## Zincblende ZnS: the gap and the length of the bond

Nine cells of the same crystal differ only in scale, and all Zn–S bonds stretch together. Volume is given per atom, and the shortest distance is the Zn–S bond length.

Zincblende ZnS at scaled volumes, computed with Ansatz 0.2.0: DFT with the PBEsol functional, all-electron LAPW, scalar-relativistic, without spin polarization. The k mesh is 9×9×9, with Fermi–Dirac smearing of 0.01 eV and a basis error target of 0.25 meV/atom. The band gap is taken from the levels on this mesh.

```tsv
volume (Å³/atom)	shortest distance (Å)	band gap (eV)	smallest direct gap on path (eV)
18.598	2.294	2.230	2.230
18.994	2.311	2.138	2.138
19.389	2.327	2.050	2.050
19.587	2.334	2.006	2.006
19.785	2.342	1.963	1.963
19.983	2.350	1.921	1.921
20.181	2.358	1.880	1.880
20.576	2.373	1.799	1.799
20.972	2.388	1.720	1.720
```

**1. Does stretching the crystal widen the gap or narrow it?**

It narrows the gap at every step. The rate worth remembering is about 0.04 eV for each percent of volume. Over the whole series the volume grows by 13 %, the bond by only 4 %, and the gap loses 0.51 eV. The smallest direct gap equals the band gap in every row, so the gap is direct throughout. The two levels that set it lie at Γ, the point where the orbitals repeat with the same sign in every cell.

**2. Is the rate better quoted per percent of volume or per GPa?**

Per percent of volume, because that number travels better along the series. Between the smaller and the larger half of the volumes it changes by only about 3 %, if each percent is taken of the current volume. The rate per GPa rises from 0.054 to 0.069 eV, by more than a quarter. A stretched crystal is softer, so the same change of pressure moves its atoms further. The levels respond to where the atoms are, and pressure acts on them only by way of the bond length.

**3. Which level moves, and why?**

Mainly the conduction edge. It is a single level at Γ, and it has a partner far below, a single level made largely of S 3s. Symmetry allows the s orbitals of Zn and S to mix in both, and tight-binding theory takes the upper level as their antibonding and the lower one as their bonding combination. A longer bond means less overlap, so the upper level should sink and the lower one should rise.

The calculated levels do this. Calculations at different volumes share no common zero of energy, so a core level serves as the mark. Measured from S 2p, the conduction edge falls by 0.71 eV over the series and its partner rises by 0.65 eV. The valence top, a threefold level made largely of S 3p, falls by only 0.20 eV. Measured from the Zn 3p core level instead, all three changes come out about a tenth of an eV more negative. The partner still rises, and the picture stays the same. The gap narrows because its upper edge comes down faster than its lower edge.

**4. Can the size of the effect be estimated by hand?**

Only roughly. The estimate below lands within about a fifth, partly by luck. Let D be the separation of the two s-type levels and h the height of the valence top above their midpoint. Then, exactly,

gap = D/2 − h.

In the smallest cell the two levels lie at 10.33 and −5.49 eV, so D/2 is 7.91 eV. A simple rule of tight-binding theory lets the coupling between neighbours fall as 1/d², where d is the bond length. Suppose that D comes wholly from this coupling and that h stays fixed. The bond grows by a factor of 1.041, which gives

D/2 → 7.91 eV / 1.041² = 7.30 eV.

The gap should therefore fall by 0.61 eV, against 0.51 eV in the table. No constant was adjusted, though the starting value of D is a calculated one.

The luck lies in errors that partly cancel. First, D does not come wholly from the coupling. An S 3s orbital lies well below a Zn 4s orbital even without it, and that part of D need not follow 1/d². With this allowed for, the rule should predict a fall smaller than 0.61 eV. Yet D/2 really shrinks by 0.68 eV, and the levels alone do not tell why. Finally, h does not stay fixed but shrinks by 0.17 eV, which gives part of the loss back.

A likely contribution to the change in h is a weaker upward push on the valence top from the filled Zn 3d levels below it. The 3d levels at Γ show a sign of this. They form a threefold level, which can mix with the valence top and is pushed down in return, and a twofold level, which cannot. The threefold one lies 0.57 eV below the other in the smallest cell, but only 0.45 eV below it at 20.576 Å³/atom. How much of the change in h this explains is not separated here. Functionals of this kind also tend to place the Zn 3d levels too close to the valence top, which is expected to exaggerate the push.

**5. Why does a bond only 4 % longer cost 23 % of the gap?**

Because the gap is a small remainder of two large energies. In the smallest cell it is 7.91 − 5.68 = 2.23 eV. Stretching takes about 9 % off the first term but only about 3 % off the second, so the small remainder loses a far larger share than either. Had both terms shrunk by the same percentage, the gap would have shrunk by that percentage too. If the gap as a whole followed 1/d², it would still be 2.06 eV in the largest cell, where the calculation gives 1.72 eV.

The 1/d² rule is meant for the coupling, then, and not for the gap. A constant plus a term in 1/d², fitted by least squares to all nine rows, does reproduce every gap to within 1 meV. Over so short a range of bond lengths, that success mainly shows that the curve is smooth. The two fitted constants should not be read as energies of particular orbitals.

**6. What would change if the conduction edge were a p-type level?**

Judged by a higher level of this same crystal, the narrowing would disappear. Higher up at Γ lies a threefold, p-like conduction level, 6.22 eV above the valence top in the smallest cell. On stretching, this distance does not shrink at all; it grows by 0.09 eV.

Tight-binding theory offers part of a reason for the contrast. At Γ the s orbitals of all four neighbours add with the same sign, so the s-type pair feels the full change in overlap. For p orbitals, the head-on and the sideways overlaps partly cancel, so a smaller change is expected. That alone would still let the distance shrink, so something else must act against it. The weaker push from the Zn 3d levels, met in question 4, has the right direction. To guess the trend in a related crystal, one should therefore first ask which kind of level forms its conduction edge. The rate found here is at most a rough guide, and only where that edge is an s-type antibonding level at Γ.

**7. Which digits can be trusted?**

That depends on the use. For comparing neighbouring rows, the hundredths of an eV are sound: each step in the gap is at least 0.04 eV, and the points lie on a smooth curve to about a thousandth. A denser k mesh is not expected to find a different band edge, since both edges lie at Γ, which is already on the mesh. It could still shift the levels slightly through the electron density, which was not tried.

For quoting "the gap of ZnS" in this approximation, the volume decides the first decimal. Interpolated to zero pressure, the gap is 2.09 eV. The unscaled cell, at 19.785 Å³/atom, is already under tension and gives 1.96 eV. A gap quoted without its volume is therefore uncertain by about a tenth of an eV.

As a forecast of a measured gap, even the first digit fails. The measured value is roughly 3.7 eV, a recalled figure, so PBEsol falls short by about 1.6 eV at its own zero-pressure volume. Such underestimates are typical of functionals of this kind. Spin-orbit coupling and lattice vibrations are also missing, but their effects are small beside this error. The shortfall is about three times the change over the whole series, so a modest adjustment of the volume would not repair it. Whether the rate of change is closer to experiment than the gap itself cannot be judged from this table.
